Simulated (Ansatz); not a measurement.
BN (zincblende), relaxed with r2SCAN in the plane-wave code Ansatz. The symmetry is F-43m (No. 216, cubic); a = 3.610 Å in the conventional setting, 5.88 Å³ an atom. B has 4 N at 1.56 Å; N has 4 B at 1.56 Å.

The axes x, y and z are those of this cell:
```xyz
2
Lattice="0.0000 1.8048 1.8048 1.8048 0.0000 1.8048 1.8048 1.8048 0.0000" Properties=species:S:1:pos:R:3 pbc="T T T"
B     0.0000    0.0000    0.0000
N     0.9024    0.9024    0.9024
```

Unstrained: With PBE the valence top lies at Γ and the conduction bottom at X, 4.477 eV higher; the smallest vertical gap, at Γ, is 8.852 eV. r2SCAN gives an indirect gap of 5.003 eV, from Γ to X; the least direct gap is 9.587 eV at Γ. The HSE06 gap is indirect, 5.794 eV (Γ to X), below the direct gap of 10.592 eV at Γ. Meshes: PBE 12×12×12, r2SCAN 12×12×12, HSE06 8×8×8. Strains are changes of length per length, and xy shears are angles. After each strain the atoms were relaxed again with r2SCAN within the symmetry that the strain leaves, so tilts or polar shifts that break it weren't tested; points keep the names that they have in the unstrained zone. (Simulation; spin polarisation is off.)

Q: Apply uniaxial -5.93 % along [111], other directions held. How far does the gap move, against the unstrained cell?

A: PBE: the gap goes from 4.477 to 4.156 eV (-0.321 eV); with r2SCAN the top three valence levels at Γ, degenerate before, become 1+2 from the top over 416 meV. r2SCAN: the gap goes from 5.003 to 4.680 eV (-0.323 eV). HSE06: the gap goes from 5.794 to 5.508 eV (-0.286 eV). The r2SCAN energy rises by 74.2 meV an atom.

Q: For epitaxial +2.79 % in the xy plane, how far does the free direction move, and what happens to the gap?

A: The normal strain at zero normal stress is -1.21 %, 0.43 of the in-plane strain with the sign turned. PBE: the gap goes from 4.477 to 3.769 eV (-0.708 eV); with r2SCAN the top three valence levels at Γ, degenerate before, become 1+2 from the top over 364 meV. r2SCAN: the gap goes from 5.003 to 4.271 eV (-0.732 eV). HSE06: the gap goes from 5.794 to 5.059 eV (-0.735 eV).

Q: Estimate what xy shear, engineering strain (angle) -4.07 % does to the gap.

A: PBE: the gap goes from 4.477 to 4.276 eV (-0.201 eV); with r2SCAN the top three valence levels at Γ, degenerate before, become 1+1+1 from the top over 192 meV. r2SCAN: the gap goes from 5.003 to 4.794 eV (-0.209 eV). HSE06: the gap goes from 5.794 to 5.607 eV (-0.187 eV). The r2SCAN energy rises by 14.2 meV an atom.

The meshes of the hybrids are coarse, so their gaps aren't converged to the digits shown.

The splittings at Γ are without spin-orbit coupling, which regroups them where it is of like size or larger.
